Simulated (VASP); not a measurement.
# Si (Fd-3m) in VASP: a series of runs

The runs below take Si through single point, relaxation of cell and atoms, with r2SCAN.

Program: VASP 6.6.1. These are calculated values, not measurements. Logs are shortened: lines on timing, memory, paths and dates and some standing lists are left out, and cuts for length are marked.

**1. The crystal as given**

The structure is cubic, space group Fd-3m (No. 227). The conventional cell has a = 5.320 Å, b = 5.320 Å, c = 5.320 Å, α = 90.00°, β = 90.00°, γ = 90.00°. Around Si (site symmetry -43m) lie 4 Si at 2.30 Å.

**2. Single point, r2SCAN**

POSCAR reads:

```
Si
1.0
    0.0000000000      2.6600373829      2.6600373829
    2.6600373829      0.0000000000      2.6600373829
    2.6600373829      2.6600373829      0.0000000000
Si
2
Direct
    0.7500000000      0.7500000000      0.7500000000
    0.5000000000      0.5000000000      0.5000000000
```

INCAR.step1 reads:

```
SYSTEM = Si
ALGO = Normal
EDIFF = 1E-4
ENCUT = 520
GGA = PE
ISMEAR = 0
LASPH = .True.
LCHARG = .False.
LREAL = .False.
LWAVE = .True.
NBANDS = 11
NELM = 100
PREC = Accurate
SIGMA = 0.02
```

INCAR.step2 reads:

```
SYSTEM = Si
ALGO = Normal
EDIFF = 1E-7
ENCUT = 520
ISIF = 2
ISMEAR = 0
ISTART = 1
LASPH = .True.
LCHARG = .False.
LMIXTAU = .True.
LREAL = .False.
LWAVE = .False.
METAGGA = R2SCAN
NBANDS = 11
NELM = 100
PREC = Accurate
SIGMA = 0.02
```

KPOINTS reads:

```
k-points
0
Gamma
  10 10 10
  0 0 0
```

Potentials or basis: VASP PAW PBE potentials, release 64 (Si).

The run is started by

```console
$ cat potpaw_PBE.64/Si/POTCAR > POTCAR
$ cp INCAR.step1 INCAR
$ mpirun -np 1 vasp_std > vasp.out
$ cp INCAR.step2 INCAR
$ mpirun -np 1 vasp_std > vasp.out
```

OUTCAR:

```text
SYSTEM = Si
   EDIFF = 1E-7
   ENCUT = 520
   ISIF = 2
   ISMEAR = 0
   ISTART = 1
   LASPH = .True.
   LREAL = .False.
   METAGGA = R2SCAN
   NELM = 100
   PREC = Accurate

 ion  position               nearest neighbor table
   1  0.750  0.750  0.750-   2 2.30   2 2.30   2 2.30   2 2.30
   2  0.500  0.500  0.500-   1 2.30   1 2.30   1 2.30   1 2.30

  LATTYP: Found a face centered cubic cell.
 ALAT       =     5.3200747658

  Lattice vectors:

 A1 = (   0.0000000000,   2.6600373829,   2.6600373829)
 A2 = (   2.6600373829,   0.0000000000,   2.6600373829)
 A3 = (   2.6600373829,   2.6600373829,   0.0000000000)

Analysis of symmetry for initial positions (statically):
=====================================================================
 Subroutine PRICEL returns:
 Original cell was already a primitive cell.

 Routine SETGRP: Setting up the symmetry group for a
 face centered cubic supercell.

 Subroutine GETGRP returns: Found 48 space group operations
 (whereof 24 operations were pure point group operations)
 out of a pool of 48 trial point group operations.

The static configuration has the point symmetry T_d .
 The point group associated with its full space group is O_h .

Analysis of symmetry for dynamics (positions and initial velocities):
=====================================================================
 Subroutine PRICEL returns:
 Original cell was already a primitive cell.

 Routine SETGRP: Setting up the symmetry group for a
 face centered cubic supercell.

 Subroutine GETGRP returns: Found 48 space group operations
 (whereof 24 operations were pure point group operations)
 out of a pool of 48 trial point group operations.

The dynamic configuration has the point symmetry T_d .
 The point group associated with its full space group is O_h .

 Subroutine INISYM returns: Found 48 space group operations
 (whereof 24 operations are pure point group operations),
 and found     1 'primitive' translations

----------------------------------------------------------------------------------------

                                     Primitive cell

  volume of cell :      37.6438

  direct lattice vectors                    reciprocal lattice vectors
     0.000000000  2.660037383  2.660037383    -0.187967283  0.187967283  0.187967283
     2.660037383  0.000000000  2.660037383     0.187967283 -0.187967283  0.187967283
     2.660037383  2.660037383  0.000000000     0.187967283  0.187967283 -0.187967283

  length of vectors
     3.761860943  3.761860943  3.761860943     0.325568885  0.325568885  0.325568885

  position of ions in fractional coordinates (direct lattice)
     0.750000000  0.750000000  0.750000000
     0.500000000  0.500000000  0.500000000

  ion indices of the primitive-cell ions
   primitive index   ion index
                 1           1
                 2           2

----------------------------------------------------------------------------------------

 KPOINTS: k-points

Automatic generation of k-mesh.
 Grid dimensions read from file:
 generate k-points for:   10   10   10

 Generating k-lattice:

  Cartesian coordinates                     Fractional coordinates (reciprocal lattice)
    -0.018796728  0.018796728  0.018796728     0.100000000  0.000000000  0.000000000
     0.018796728 -0.018796728  0.018796728     0.000000000  0.100000000  0.000000000
     0.018796728  0.018796728 -0.018796728     0.000000000  0.000000000  0.100000000

  Length of vectors
     0.032556888  0.032556888  0.032556888

  Shift w.r.t. Gamma in fractional coordinates (k-lattice)
     0.000000000  0.000000000  0.000000000

 Subroutine IBZKPT returns following result:
 ===========================================

 Found     47 irreducible k-points:

 Following reciprocal coordinates:
            Coordinates               Weight
  0.000000  0.000000  0.000000      1.000000
  0.100000  0.000000  0.000000      8.000000
  0.200000  0.000000  0.000000      8.000000
  0.300000  0.000000  0.000000      8.000000
  0.400000  0.000000  0.000000      8.000000
  0.500000  0.000000  0.000000      4.000000
[... 16 lines left out ...]
  0.300000  0.300000  0.000000      6.000000
  0.400000  0.300000  0.000000     24.000000
 [... further k-points ...]
   k-points           NKPTS =     47   k-points in BZ     NKDIM =     47   number of bands    NBANDS=     11
   number of dos      NEDOS =    301   number of ions     NIONS =      2
   total plane-waves  NPLWV =  21952
   dimension x,y,z NGX =    28 NGY =   28 NGZ =   28
   dimension x,y,z NGXF=    56 NGYF=   56 NGZF=   56
   ions per type =               2
   NGX,Y,Z   is equivalent  to a cutoff of  12.37, 12.37, 12.37 a.u.
   NGXF,Y,Z  is equivalent  to a cutoff of  24.75, 24.75, 24.75 a.u.
 SYSTEM =  Si
   PREC   = accura    normal or accurate (medium, high low for compatibility)
   ISTART =      1    job   : 0-new  1-cont  2-samecut
   ICHARG =      0    charge: 1-file 2-atom 10-const
   ISPIN  =      1    spin polarized calculation?
   LNONCOLLINEAR =      F non collinear calculations
   LSORBIT =      F    spin-orbit coupling
   LASPH  =      T    aspherical Exc in radial PAW
   ENCUT  =  520.0 eV  38.22 Ry    6.18 a.u.   6.99  6.99  6.99*2*pi/ulx,y,z
   NELM   =    100;   NELMIN=  2; NELMDL=  0     # of ELM steps
   EDIFF  = 0.1E-06   stopping-criterion for ELM
   LREAL  =      F    real-space projection
   EDIFFG = 0.1E-05   stopping-criterion for IOM
   NSW    =      0    number of steps for IOM
   IBRION =     -1    ionic relax: 0-MD 1-quasi-New 2-CG
   NFREE  =      0    steps in history (QN), initial steepest desc. (CG)
   ISIF   =      2    stress and relaxation
   ISYM   =      2    0-nonsym 1-usesym 2-fastsym
   POTIM  = 0.5000    time-step for ionic-motion
   TEBEG  =    0.0;   TEEND  =   0.0 temperature during run
   PSTRESS=    0.0 pullay stress
   NELECT =       8.0000    total number of electrons
   NUPDOWN=      -1.0000    fix difference up-down
   EMIN   =  10.00;   EMAX   =-10.00  energy-range for DOS
   EFERMI =   0.00;   METHOD = LEGACY
   ISMEAR =     0;   SIGMA  =   0.02  broadening in eV -4-tet -1-fermi 0-gaus
   EFERMI_NEDOS =   21; number of points for ismear=-14 and -15
   IALGO  =     38    algorithm
   IMIX   =      4    mixing-type and parameters
     AMIX     =   0.40;   BMIX     =  1.00
     AMIX_MAG =   1.60;   BMIX_MAG =  1.00
  volume/ion in A,a.u.               =      18.82       127.02
  Fermi-wavevector in a.u.,A,eV,Ry     =   0.976953  1.846174 12.985911  0.954438
  Thomas-Fermi vector in A             =   2.107613
   LORBIT       =      0    0 simple, 1 ext, 2 COOP (PROOUT), +10 PAW based schemes
   METAGGA = R2SCAN    functional components
   LHFCALC =     F    Hartree Fock is set to
   AEXX    =    0.0000 exact exchange contribution
   IVDW    =     0    specifies the selected vdW correction
   LEPSILON=     F    determine dielectric tensor
   LRPA    =     F    only Hartree local field effects (RPA)
 non-spin polarized calculation
 Gauss-broadening in eV      SIGMA  =   0.02
  energy-cutoff  :      520.00
  volume of cell :       37.64
 maximum number of plane-waves:      1031
   NGX = 13   NGY = 13   NGZ = 13

 number of electron       8.0000000 magnetization

 Free energy of the ion-electron system (eV)
  ---------------------------------------------------
  ext. energy  EPLUGINS =         0.00000000
  ---------------------------------------------------
  free energy    TOTEN  =       -17.49263444 eV

  energy without entropy =      -17.49263444  energy(sigma->0) =      -17.49263444

 E-fermi :   6.5262     XC(G=0): -10.1035

 val. band max:        6.3853983115   @ k =   0.0000   0.0000   0.0000
 cond. band min:       7.0570364069   @ k =   0.4000   0.4000   0.0000
 fundamental gap:      0.6716380954
 Fermi energy:         6.5261788764

 k-point     1 :       0.0000    0.0000    0.0000
  band No.  band energies     occupation
      1      -6.5934      2.00000
      2       6.3854      2.00000
      3       6.3854      2.00000
      4       6.3854      2.00000
      5       9.1695      0.00000
      6       9.1695      0.00000
      7       9.1695      0.00000
      8      11.1546      0.00000
      9      14.5369      0.00000
     10      14.5369      0.00000
     11      15.3858      0.00000

 k-point     2 :       0.1000    0.0000    0.0000
  band No.  band energies     occupation
      1      -6.4483      2.00000
      2       5.1997      2.00000
      3       6.1624      2.00000
      4       6.1624      2.00000
      5       9.3587      0.00000
      6       9.4987      0.00000
      7       9.4987      0.00000
      8      11.9375      0.00000
      9      14.1655      0.00000
     10      14.1655      0.00000
     11      15.9501      0.00000

 k-point     3 :       0.2000    0.0000    0.0000
  band No.  band energies     occupation
      1      -6.0192      2.00000
      2       3.1892      2.00000
      3       5.7381      2.00000
      4       5.7381      2.00000
      5       9.1440      0.00000
      6      10.0553      0.00000
      7      10.0553      0.00000
      8      13.6608      0.00000
      9      13.8506      0.00000
     10      13.8506      0.00000
     11      16.5315      0.00000

 k-point     4 :       0.3000    0.0000    0.0000
  band No.  band energies     occupation
      1      -5.3338      2.00000
      2       1.2297      2.00000
      3       5.3677      2.00000
      4       5.3677      2.00000
      5       8.8182      0.00000
      6      10.1993      0.00000
      7      10.1993      0.00000
      8      14.5069      0.00000
      9      14.5069      0.00000
     10      15.0525      0.00000
     11      16.4398      0.00000

 k-point     5 :       0.4000    0.0000    0.0000
  band No.  band energies     occupation
      1      -4.4937      2.00000
      2      -0.4077      2.00000
      3       5.1340      2.00000
      4       5.1340      2.00000
      5       8.5888      0.00000
      6      10.0322      0.00000
      7      10.0322      0.00000
      8      14.9735      0.00000
      9      16.0762      0.00000
     10      16.0762      0.00000
     11      17.9192      0.00000
[... 211 lines left out ...]
 k-point    21 :      -0.3000    0.2000    0.0000
  band No.  band energies     occupation
      1      -4.2906      2.00000
      2       0.2699      2.00000
      3       2.5842      2.00000
      4       4.9182      2.00000
      5       9.1715      0.00000
      6      11.3195      0.00000
      7      11.5599      0.00000
      8      13.6541      0.00000
      9      13.9816      0.00000
     10      16.9766      0.00000
     11      19.3936      0.00000

 k-point    22 :      -0.2000    0.2000    0.0000
  band No.  band energies     occupation
      1      -5.0944      2.00000
      2       1.6543      2.00000
      3       3.0575      2.00000
      4       5.4468      2.00000
      5       9.7088      0.00000
      6      10.7597      0.00000
      7      11.1912      0.00000
      8      12.8284      0.00000
      9      12.9229      0.00000
     10      18.2980      0.00000
     11      18.5032      0.00000

 k-point    23 :       0.3000    0.3000    0.0000
  band No.  band energies     occupation
      1      -4.8745      2.00000
      2       1.7880      2.00000
      3       3.8907      2.00000
      4       3.8907      2.00000
      5       7.3704      0.00000
      6       9.0051      0.00000
      7      13.7573      0.00000
      8      13.7573      0.00000
      9      16.4645      0.00000
     10      17.0646      0.00000
     11      20.2508      0.00000

 k-point    24 :       0.4000    0.3000    0.0000
  band No.  band energies     occupation
      1      -4.1924      2.00000
      2       0.6706      2.00000
      3       3.2044      2.00000
      4       3.6638      2.00000
      5       7.5668      0.00000
      6       8.8312      0.00000
      7      14.1687      0.00000
      8      14.1779      0.00000
      9      17.6432      0.00000
     10      18.7990      0.00000
     11      19.8220      0.00000

 [... further k-points ...]

------------------------ aborting loop because EDIFF is reached ----------------------------------------

  FORCE on cell =-STRESS in cart. coord.  units (eV):
  Direction    XX          YY          ZZ          XY          YZ          ZX
  --------------------------------------------------------------------------------------
  -------------------------------------------------------------------------------------
  Total        1.7589056      1.7589056      1.7589056      0.0000000      0.0000000      0.0000000
  in kB       74.8617381     74.8617381     74.8617381      0.0000000      0.0000000      0.0000000
  external PRESSURE =      74.8617381 kB  Pullay stress =       0.0000000 kB

 VOLUME and BASIS-vectors are now :
 -----------------------------------------------------------------------------
  energy-cutoff  :      520.00
  volume of cell :       37.64
      direct lattice vectors                 reciprocal lattice vectors
     0.000000000  2.660037383  2.660037383    -0.187967283  0.187967283  0.187967283
     2.660037383  0.000000000  2.660037383     0.187967283 -0.187967283  0.187967283
     2.660037383  2.660037383  0.000000000     0.187967283  0.187967283 -0.187967283

 POSITION                                       TOTAL-FORCE (eV/Angst)
 -----------------------------------------------------------------------------------
      3.99006      3.99006      3.99006         0.000000      0.000000      0.000000
      2.66004      2.66004      2.66004        -0.000000     -0.000000     -0.000000
 -----------------------------------------------------------------------------------
    total drift:                                0.000000      0.000000     -0.000000

  FREE ENERGIE OF THE ION-ELECTRON SYSTEM (eV)
  ---------------------------------------------------
  free  energy   TOTEN  =       -17.4926344374 eV

  energy  without entropy=      -17.4926344374  energy(sigma->0) =      -17.49263444
```

Run time: 87 s. Hardware: 1 thread of Intel Xeon Platinum 8375C at 2.90GHz (Ice Lake), shared host; peak memory 0.16 GiB.

What came out:

```yaml
Free_energy: -17.4926 eV
Pressure: 7.5 GPa
Band_gap_on_the_k_mesh: 0.67 eV, indirect (least direct gap 2.78 eV)
```

Caveat: the PAW data sets were made with another functional, which shifts forces and pressure a little.

**3. Relaxation of cell and atoms, r2SCAN, target pressure 7.75 GPa, at which the enthalpy is minimised**

This run uses another cell than the first one, of 19.98 Å³/atom, 1.062 times its volume.

POSCAR reads:

```
Si
1.0
    0.0000000000      2.7135600000      2.7135600000
    2.7135600000      0.0000000000      2.7135600000
    2.7135600000      2.7135600000      0.0000000000
Si
2
Direct
    0.7500000000      0.7500000000      0.7500000000
    0.5000000000      0.5000000000      0.5000000000
```

INCAR.step1 reads:

```
ALGO     = Normal         # electronic algorithm
EDIFF    = 1E-4           # SCF threshold, eV
ENCUT    = 600            # plane-wave cutoff, eV
GGA      = PE             # functional
ISMEAR   = 0              # smearing method
LASPH    = True           # aspherical terms in the spheres
LCHARG   = False          # write CHGCAR
LREAL    = False          # projectors in reciprocal space
LWAVE    = True           # write WAVECAR
NELM     = 100            # most SCF steps
PREC     = Accurate       # precision mode
SIGMA    = 0.02           # smearing width, eV
```

INCAR.step2 reads:

```
ALGO     = Normal         # electronic algorithm
EDIFF    = 1E-6           # SCF threshold, eV
EDIFFG   = -0.002         # ionic threshold
ENCUT    = 600            # plane-wave cutoff, eV
IBRION   = 2              # ionic algorithm
ISIF     = 3              # what is computed and relaxed
ISMEAR   = 0              # smearing method
ISTART   = 1            
LASPH    = True           # aspherical terms in the spheres
LCHARG   = False          # write CHGCAR
LMIXTAU  = True         
LREAL    = False          # projectors in reciprocal space
LWAVE    = False          # write WAVECAR
METAGGA  = R2SCAN         # meta-GGA
NELM     = 100            # most SCF steps
NSW      = 100            # ionic steps
PREC     = Accurate       # precision mode
PSTRESS  = 77.5         
SIGMA    = 0.02           # smearing width, eV
```

KPOINTS reads:

```
k-points
0
Gamma
  10 10 10
```

Potentials or basis: VASP PAW PBE potentials, release 64 (Si).

The run is started by

```console
$ cat potpaw_PBE.64/Si/POTCAR > POTCAR
$ cp INCAR.step1 INCAR
$ mpirun -np 1 vasp_std > vasp.out
$ cp INCAR.step2 INCAR
$ mpirun -np 1 vasp_std > vasp.out
```

Wall time 3.5 min (1 thread of Intel Xeon Platinum 8375C at 2.90GHz (Ice Lake), shared host); peak memory 0.18 GiB.

The run converged. Its results:

```
Free energy                                            : -17.4885 eV
Relaxed volume                                         : 18.78 Å³/atom
Relaxed cell                                           : a = 3.759 Å, b = 3.759 Å, c = 3.759 Å, α = 60.00°, β = 60.00°, γ = 60.00°
Space group after relaxing (to 0.05 Å)                 : Fd-3m (No. 227)
Energy change on relaxing (the enthalpy is what falls) : +30.2 meV/atom
Ionic steps                                            : 7
Pressure after relaxing                                : 7.8 GPa
Band gap on the k mesh                                 : 0.67 eV, indirect (least direct gap 2.78 eV)
```

Step by step:
```csv
step,energy change (eV),largest force (eV/Å),pressure (GPa),volume (Å³)
1,0.0000,0.0000,0.69,39.96
2,0.2534,0.0000,17.75,35.08
3,0.0590,0.0000,7.65,37.59
4,0.0613,0.0000,7.83,37.55
5,0.0591,0.0000,7.66,37.59
6,0.0602,0.0000,7.73,37.57
7,0.0605,0.0000,7.75,37.56
```

Final structure:
```
CELL_PARAMETERS angstrom
0.00000 2.65813 2.65813
2.65813 0.00000 2.65813
2.65813 2.65813 0.00000
ATOMIC_POSITIONS crystal
Si 0.75000 0.75000 0.75000
Si 0.50000 0.50000 0.50000
```

Levels at points of the mesh, in eV from the valence-band top:
```csv
k point,band 1,band 2,band 3,band 4,band 5,band 6,band 7,band 8
"(0.00, 0.00, 0.00)",-12.99,0.00,0.00,0.00,2.78,2.78,2.78,4.80
"(0.50, 0.00, 0.00)",-10.37,-7.59,-1.33,-1.33,2.13,3.55,3.55,8.45
"(0.50, 0.50, 0.00)",-8.38,-8.38,-3.19,-3.19,0.79,0.79,11.48,11.48
```

Caveat: the cell is relaxed towards a set pressure, so the enthalpy falls and the energy may rise; the PAW data sets were made with another functional, which shifts forces and pressure a little.
